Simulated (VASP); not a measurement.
# MgO (P-6m2) in VASP: notebook

Runs on MgO. Level: PBE. Tasks: dielectric tensor.

All numbers are computed with VASP 6.6.1; they aren't measurements. Logs are shortened: lines on timing, memory, paths and dates and some standing lists are left out, and cuts for length are marked.

### Step 1. The crystal as given

Symmetry: P-6m2, No. 187, hexagonal system. The conventional cell has a = 2.938 Å, b = 2.938 Å, c = 2.680 Å, α = 90.00°, β = 90.00°, γ = 120.00°. Mg (site symmetry -6m2) has 6 O at 2.16 Å as nearest neighbours. O (site symmetry -6m2) has 6 Mg at 2.16 Å as nearest neighbours.

Measurements of this composition are mostly on another form, of space group No. 225.

### Step 2. Dielectric tensor, PBE

Contents of INCAR:

```
ALGO     = Normal         # electronic algorithm
EDIFF    = 1E-8           # SCF threshold, eV
ENCUT    = 600            # plane-wave cutoff, eV
GGA      = PE             # functional
ISIF     = 2              # what is computed and relaxed
ISMEAR   = 0              # smearing method
LASPH    = True           # aspherical terms in the spheres
LCHARG   = False          # write CHGCAR
LEPSILON = True           # dielectric tensor by DFPT
LREAL    = False          # projectors in reciprocal space
LWAVE    = False          # write WAVECAR
NELM     = 100            # most SCF steps
PREC     = Accurate       # precision mode
SIGMA    = 0.01           # smearing width, eV
```

Contents of KPOINTS:

```
k-points
0
Gamma
  8 8 8
```

Contents of POSCAR:

```
MgO
1.0
    2.9380209034      0.0000000000      0.0000000000
   -1.4690104517      2.5444007392      0.0000000000
    0.0000000000      0.0000000000      2.6796800000
Mg O
1 1
Direct
    0.0000000000      0.0000000000      0.0000000000
    0.3333333333      0.6666666667      0.5000000000
```

Potentials or basis: VASP PAW PBE potentials, release 64 (Mg, O).

Run with:

```bash
$ cat potpaw_PBE.64/Mg/POTCAR potpaw_PBE.64/O/POTCAR > POTCAR
$ mpirun -np 1 vasp_std > vasp.out
```

OUTCAR:

```text
EDIFF = 1E-8
   ENCUT = 600
   GGA = PE
   ISIF = 2
   ISMEAR = 0
   LASPH = True
   LEPSILON = True
   LREAL = False
   NELM = 100
   PREC = Accurate

 Found     50 irreducible k-points:

 Following reciprocal coordinates:
            Coordinates               Weight
  0.000000  0.000000  0.000000      1.000000
  0.125000  0.000000  0.000000      6.000000
  0.250000  0.000000  0.000000      6.000000
  0.375000  0.000000  0.000000      6.000000
  0.500000  0.000000  0.000000      3.000000
  0.125000  0.125000  0.000000      6.000000
   k-points           NKPTS =     50   k-points in BZ     NKDIM =     50   number of bands    NBANDS=      8
   number of dos      NEDOS =    301   number of ions     NIONS =      2
   total plane-waves  NPLWV =  13824
   dimension x,y,z NGX =    24 NGY =   24 NGZ =   24
   dimension x,y,z NGXF=    48 NGYF=   48 NGZF=   48
   ions per type =               1   1
   NGX,Y,Z   is equivalent  to a cutoff of  13.58, 13.58, 14.89 a.u.
   NGXF,Y,Z  is equivalent  to a cutoff of  27.16, 27.16, 29.78 a.u.
 SYSTEM =  unknown system
   PREC   = accura    normal or accurate (medium, high low for compatibility)
   ISTART =      0    job   : 0-new  1-cont  2-samecut
   ICHARG =      2    charge: 1-file 2-atom 10-const
   ISPIN  =      1    spin polarized calculation?
   LNONCOLLINEAR =      F non collinear calculations
   LSORBIT =      F    spin-orbit coupling
   LASPH  =      T    aspherical Exc in radial PAW
   ENCUT  =  600.0 eV  44.10 Ry    6.64 a.u.   5.87  5.87  5.35*2*pi/ulx,y,z
   NELM   =    100;   NELMIN=  2; NELMDL= -5     # of ELM steps
   EDIFF  = 0.1E-07   stopping-criterion for ELM
   LREAL  =      F    real-space projection
   EDIFFG = 0.1E-06   stopping-criterion for IOM
   NSW    =      0    number of steps for IOM
   IBRION =     -1    ionic relax: 0-MD 1-quasi-New 2-CG
   NFREE  =      0    steps in history (QN), initial steepest desc. (CG)
   ISIF   =      2    stress and relaxation
   ISYM   =      2    0-nonsym 1-usesym 2-fastsym
   POTIM  = 0.5000    time-step for ionic-motion
   TEBEG  =    0.0;   TEEND  =   0.0 temperature during run
   PSTRESS=    0.0 pullay stress
   NELECT =       8.0000    total number of electrons
   NUPDOWN=      -1.0000    fix difference up-down
   EMIN   =  10.00;   EMAX   =-10.00  energy-range for DOS
   EFERMI =   0.00;   METHOD = LEGACY
   ISMEAR =     0;   SIGMA  =   0.01  broadening in eV -4-tet -1-fermi 0-gaus
   EFERMI_NEDOS =   21; number of points for ismear=-14 and -15
   IALGO  =     38    algorithm
   IMIX   =      4    mixing-type and parameters
     AMIX     =   0.40;   BMIX     =  1.00
     AMIX_MAG =   1.60;   BMIX_MAG =  1.00
  volume/ion in A,a.u.               =      10.02        67.59
[... 116 lines left out ...]
     -0.00000      1.69627      1.33984        -0.000000      0.000000      0.000000
 -----------------------------------------------------------------------------------
    total drift:                                0.000000     -0.000000     -0.000000

  FREE ENERGIE OF THE ION-ELECTRON SYSTEM (eV)
  ---------------------------------------------------
  free  energy   TOTEN  =       -11.2330753714 eV

  energy  without entropy=      -11.2330753714  energy(sigma->0) =      -11.23307537

 HEAD OF MICROSCOPIC STATIC DIELECTRIC TENSOR (INDEPENDENT PARTICLE, excluding Hartree and local field effects)
 ------------------------------------------------------
           3.484608     0.000000     0.000000
           0.000000     3.484608    -0.000000
           0.000000     0.000000     3.601260
 ------------------------------------------------------

 Free energy of the ion-electron system (eV)
  ---------------------------------------------------
  ---------------------------------------------------
  free energy    TOTEN  =        -0.14643275 eV

  energy without entropy =       -0.14643275

------------------------ aborting loop because EDIFF is reached ----------------------------------------

--------------------------------------- Ionic step        2  -------------------------------------------

------------------------ aborting loop because EDIFF is reached ----------------------------------------

--------------------------------------- Ionic step        3  -------------------------------------------

 Free energy of the ion-electron system (eV)
  ---------------------------------------------------
  ---------------------------------------------------
  free energy    TOTEN  =        -0.15182403 eV

  energy without entropy =       -0.15182403

------------------------ aborting loop because EDIFF is reached ----------------------------------------

 PIEZOELECTRIC TENSOR FIELD DIRECTION 3  (e Angst)
 -----------------------------------------------------------------------------
    -0.00011 -0.00000  0.00000           (  0.00000  0.00000  0.00000)
     0.00000 -0.00011 -0.00000           (  0.00000  0.00000 -0.00000)
    -0.00000 -0.00000  0.00039           (  0.00000 -0.00000 -0.00001)

 PIEZOELECTRIC TENSOR FIELD DIRECTION 3  (C/m^2)
 -----------------------------------------------------------------------------
    -0.00008 -0.00000  0.00000
     0.00000 -0.00008 -0.00000
    -0.00000 -0.00000  0.00031

 MACROSCOPIC STATIC DIELECTRIC TENSOR (including local field effects in DFT)
 ------------------------------------------------------
           3.395022     0.000000    -0.000000
           0.000000     3.395022    -0.000000
           0.000000     0.000000     3.488566
 ------------------------------------------------------

 PIEZOELECTRIC TENSOR (including local field effects)  for field in x, y, z        (e  Angst)
          XX          YY          ZZ          XY          YZ          ZX
  --------------------------------------------------------------------------------
  x    -0.00000     0.00000     0.00000     0.32781     0.00000     0.00000
  y     0.32781    -0.32781     0.00000     0.00000     0.00000     0.00000
  z     0.00000     0.00000     0.00000     0.00000     0.00000     0.00000

 PIEZOELECTRIC TENSOR (including local field effects)  for field in x, y, z        (C/m^2)
          XX          YY          ZZ          XY          YZ          ZX
  --------------------------------------------------------------------------------
  x    -0.00000     0.00000     0.00000     0.26219     0.00000     0.00000
  y     0.26219    -0.26219     0.00000     0.00000     0.00000     0.00000
  z     0.00000     0.00000     0.00000     0.00000     0.00000     0.00000

 BORN EFFECTIVE CHARGES (including local field effects) (in |e|, cummulative output)
 ---------------------------------------------------------------------------------
 ion    1
    1     1.98228     0.00000     0.00000
    2     0.00000     1.98228     0.00000
    3     0.00000     0.00000     2.09755
 ion    2
    1    -1.98228     0.00000     0.00000
    2    -0.00000    -1.98228     0.00000
    3     0.00000    -0.00000    -2.09755
```

OSZICAR:

```text
N       E                     dE             d eps       ncg     rms          rms(c)
DAV:   1     0.172754172282E+02    0.17275E+02   -0.51758E+03   928   0.999E+02
[... 16 lines left out ...]
RMM:   3    -0.141755565889E+00    0.22189E-02   -0.16666E-03  1599   0.379E-01    0.351E-01
RMM:   4    -0.150778304716E+00   -0.90227E-02   -0.34286E-03  1579   0.562E-01    0.344E-02
RMM:   5    -0.151675382000E+00   -0.89708E-03   -0.53028E-05  1763   0.802E-02    0.743E-03
RMM:   6    -0.151779204032E+00   -0.10382E-03   -0.75982E-07  1790   0.830E-03    0.284E-03
RMM:   7    -0.151824256615E+00   -0.45053E-04   -0.25414E-07  1730   0.463E-03    0.266E-04
RMM:   8    -0.151821949212E+00    0.23074E-05   -0.53854E-09  1833   0.830E-04    0.144E-04
RMM:   9    -0.151824033299E+00   -0.20841E-05    0.24382E-09  1718   0.363E-04    0.776E-06
```

Run time: 46 s. Hardware: 1 thread of Intel Xeon Platinum 8559C (Emerald Rapids), shared host; peak memory 0.2 GiB.

These settings aren't checked as converged: the numbers below hold their error.

What came out:

| Quantity | Value |
| --- | --- |
| Band gap on the k mesh | 3.01 eV, indirect (least direct gap 3.40 eV) |
| Electronic dielectric tensor (diagonal) | 3.40, 3.40, 3.49 |
| Born charges (mean of the diagonal) | Mg +2.02; O -2.02 e |

### Step 3. Dielectric tensor, PBE

INCAR: that of step 2 with these lines changed.

```diff
@@ -2,3 +2,3 @@
 EDIFF    = 1E-8           # SCF threshold, eV
-ENCUT    = 600            # plane-wave cutoff, eV
+ENCUT    = 500            # plane-wave cutoff, eV
 GGA      = PE             # functional
```

Contents of KPOINTS:

```
k-points
0
Gamma
  10 10 10
```

POSCAR is that of step 2.

Potentials or basis: VASP PAW PBE potentials, release 64 (Mg, O).

Run with:

```bash
$ cat potpaw_PBE.64/Mg/POTCAR potpaw_PBE.64/O/POTCAR > POTCAR
$ mpirun -np 1 vasp_std > vasp.out
```

OUTCAR:

```text
EDIFF = 1E-8
   ENCUT = 500
   GGA = PE
   ISIF = 2
   ISMEAR = 0
   LASPH = True
   LEPSILON = True
   LREAL = False
   NELM = 100
   PREC = Accurate

 Found     84 irreducible k-points:

 Following reciprocal coordinates:
            Coordinates               Weight
  0.000000  0.000000  0.000000      1.000000
  0.100000  0.000000  0.000000      6.000000
  0.200000  0.000000  0.000000      6.000000
  0.300000  0.000000  0.000000      6.000000
  0.400000  0.000000  0.000000      6.000000
  0.500000  0.000000  0.000000      3.000000
   k-points           NKPTS =     84   k-points in BZ     NKDIM =     84   number of bands    NBANDS=      8
   number of dos      NEDOS =    301   number of ions     NIONS =      2
   total plane-waves  NPLWV =  11520
   dimension x,y,z NGX =    24 NGY =   24 NGZ =   20
   dimension x,y,z NGXF=    48 NGYF=   48 NGZF=   40
   ions per type =               1   1
   NGX,Y,Z   is equivalent  to a cutoff of  13.58, 13.58, 12.41 a.u.
   NGXF,Y,Z  is equivalent  to a cutoff of  27.16, 27.16, 24.82 a.u.
 SYSTEM =  unknown system
   PREC   = accura    normal or accurate (medium, high low for compatibility)
   ISTART =      0    job   : 0-new  1-cont  2-samecut
   ICHARG =      2    charge: 1-file 2-atom 10-const
   ISPIN  =      1    spin polarized calculation?
   LNONCOLLINEAR =      F non collinear calculations
   LSORBIT =      F    spin-orbit coupling
   LASPH  =      T    aspherical Exc in radial PAW
   ENCUT  =  500.0 eV  36.75 Ry    6.06 a.u.   5.36  5.36  4.89*2*pi/ulx,y,z
   NELM   =    100;   NELMIN=  2; NELMDL= -5     # of ELM steps
   EDIFF  = 0.1E-07   stopping-criterion for ELM
   LREAL  =      F    real-space projection
   EDIFFG = 0.1E-06   stopping-criterion for IOM
   NSW    =      0    number of steps for IOM
   IBRION =     -1    ionic relax: 0-MD 1-quasi-New 2-CG
   NFREE  =      0    steps in history (QN), initial steepest desc. (CG)
   ISIF   =      2    stress and relaxation
   ISYM   =      2    0-nonsym 1-usesym 2-fastsym
   POTIM  = 0.5000    time-step for ionic-motion
   TEBEG  =    0.0;   TEEND  =   0.0 temperature during run
   PSTRESS=    0.0 pullay stress
[... 141 lines left out ...]
          -0.000000    -0.000000     3.575530
 ------------------------------------------------------

 Free energy of the ion-electron system (eV)
  ---------------------------------------------------
  ---------------------------------------------------
  free energy    TOTEN  =        -0.14589882 eV

  energy without entropy =       -0.14589882

------------------------ aborting loop because EDIFF is reached ----------------------------------------

--------------------------------------- Ionic step        2  -------------------------------------------

------------------------ aborting loop because EDIFF is reached ----------------------------------------

--------------------------------------- Ionic step        3  -------------------------------------------

 Free energy of the ion-electron system (eV)
  ---------------------------------------------------
  ---------------------------------------------------
  free energy    TOTEN  =        -0.15033187 eV

  energy without entropy =       -0.15033187

------------------------ aborting loop because EDIFF is reached ----------------------------------------

 PIEZOELECTRIC TENSOR FIELD DIRECTION 3  (e Angst)
 -----------------------------------------------------------------------------
    -0.00009  0.00000  0.00000           (  0.00000  0.00000  0.00000)
    -0.00000 -0.00009 -0.00000           ( -0.00000  0.00000  0.00000)
     0.00000  0.00000  0.00039           (  0.00000  0.00000 -0.00001)

 PIEZOELECTRIC TENSOR FIELD DIRECTION 3  (C/m^2)
 -----------------------------------------------------------------------------
    -0.00007  0.00000  0.00000
    -0.00000 -0.00007 -0.00000
     0.00000  0.00000  0.00031

 MACROSCOPIC STATIC DIELECTRIC TENSOR (including local field effects in DFT)
 ------------------------------------------------------
           3.385835     0.000000    -0.000000
          -0.000000     3.385835    -0.000000
           0.000000     0.000000     3.462794
 ------------------------------------------------------

 PIEZOELECTRIC TENSOR (including local field effects)  for field in x, y, z        (e  Angst)
          XX          YY          ZZ          XY          YZ          ZX
  --------------------------------------------------------------------------------
  x     0.00000     0.00000    -0.00000     0.32799     0.00000     0.00000
  y     0.32799    -0.32799    -0.00000     0.00000     0.00000     0.00000
  z     0.00000     0.00000     0.00000     0.00000     0.00000     0.00000

 PIEZOELECTRIC TENSOR (including local field effects)  for field in x, y, z        (C/m^2)
          XX          YY          ZZ          XY          YZ          ZX
  --------------------------------------------------------------------------------
  x     0.00000     0.00000    -0.00000     0.26233     0.00000     0.00000
  y     0.26233    -0.26233    -0.00000     0.00000     0.00000     0.00000
  z     0.00000     0.00000     0.00000     0.00000     0.00000     0.00000

 BORN EFFECTIVE CHARGES (including local field effects) (in |e|, cummulative output)
 ---------------------------------------------------------------------------------
 ion    1
    1     1.98179    -0.00000     0.00000
    2    -0.00000     1.98179     0.00000
    3     0.00000    -0.00000     2.09550
 ion    2
    1    -1.98179     0.00000     0.00000
    2     0.00000    -1.98179     0.00000
    3    -0.00000     0.00000    -2.09550
```

stdout:

```text
POSCAR found type information on POSCAR MgO
 POSCAR found :  2 types and       2 ions
 scaLAPACK will be used
 LDA part: xc-table for (Slater+PW92), standard interpolation
 POSCAR, INCAR and KPOINTS ok, starting setup
 FFT: planning ... GRIDC
 FFT: planning ... GRID_SOFT
 FFT: planning ... GRID
 WAVECAR not read
 entering main loop
 Linear response reoptimize wavefunctions to high precision
 Linear response G [H, r] |phi>, progress :
  Direction:   1
 Linear response G [H, r] |phi>, progress :
  Direction:   2
 Linear response G [H, r] |phi>, progress :
  Direction:   3
 Linear response to external field (no local field effect), progress :
  Direction:   1
 dielectric tensor                  component  1 :     3.135    -0.667    -0.207
 Linear response to external field (no local field effect), progress :
  Direction:   2
 dielectric tensor                  component  2 :    -0.667     3.816    -0.302
 Linear response to external field (no local field effect), progress :
  Direction:   3
 dielectric tensor                  component  3 :    -0.208    -0.302     3.576
 Linear response to external field, progress :
  Direction:   1
 dielectric tensor                  component  1 :     3.386    -0.000     0.104
 Linear response to external field, progress :
  Direction:   2
 dielectric tensor                  component  2 :    -0.292     3.386    -0.225
 Linear response to external field, progress :
  Direction:   3
 dielectric tensor                  component  3 :    -0.065    -0.317     3.463
 Born effective charges drift removed
```

Wall time 60 s (1 thread of Intel Xeon Platinum 8559C (Emerald Rapids), shared host); peak memory 0.23 GiB.

These settings aren't checked as converged: the numbers below hold their error.

What came out:

```yaml
Band_gap_on_the_k_mesh: 3.01 eV, indirect (least direct gap 3.40 eV)
Electronic_dielectric_tensor_diagonal: 3.39, 3.39, 3.46
Born_charges_mean_of_the_diagonal: Mg +2.02; O -2.02 e
```

### Step 4. For comparison

An earlier run on the cell as given: functional PBE; potentials or basis VASP PAW PBE potentials, release 64 (Mg, O); cutoff 520 eV; k mesh 10 × 10 × 10; occupations fermi-dirac, width 0.05 eV; no spin polarisation.

- Pressure: -0.7 GPa
- Band gap on the k mesh: 3.01 eV, indirect (least direct gap 3.40 eV)
